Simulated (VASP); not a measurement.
## BN: single point with PBE

BN:

```xyz
6
Lattice="2.5630 0.0000 0.0000 -1.2815 2.2197 0.0000 0.0000 0.0000 6.2782" Properties=species:S:1:pos:R:3 pbc="T T T"
B     0.0000    0.0000    0.0000
B     0.0000    1.4798    2.0927
B     1.2815    0.7399    4.1854
N     1.2815    2.2197    1.5695
N     0.0000    1.4798    3.6623
N     1.2815    0.7399    5.7550
```

The cell is a database's computed one.

The cell isn't the ideal one: bulk in the cell of the (1 1 1) plane.

```
Program             : VASP 6.6.1
Task                : single point
Functional          : PBE
Potentials or basis : VASP PAW PBE potentials, release 64 (B, N)
Cutoff              : 520 eV
k mesh              : 12 × 12 × 4
Occupations         : gaussian, width 0.05 eV
Spin                : no spin polarisation
```

| Item | Value |
| --- | --- |
| Pressure | 0.2 GPa |
| Band gap on the k mesh | 4.45 eV |

Levels at points of the mesh, in eV from the valence-band top:
```
           k point  band 10  band 11  band 12  band 13  band 14  band 15
(0.00, 0.00, 0.00)     0.00     0.00     0.00     8.78     8.78     8.78
(0.50, 0.00, 0.00)    -3.70    -2.86    -2.86     4.45     8.82     8.82
(0.00, 0.00, 0.50)    -0.62    -0.62    -0.62     9.28     9.28     9.69
(0.50, 0.00, 0.50)    -4.28    -1.93    -1.92     6.21     6.21    10.04
```

Wall time 46 s on 1 thread of AMD EPYC 7R13 Processor (Zen 3), on a shared host, peak memory 0.14 GiB.

A k mesh can miss the band edges.
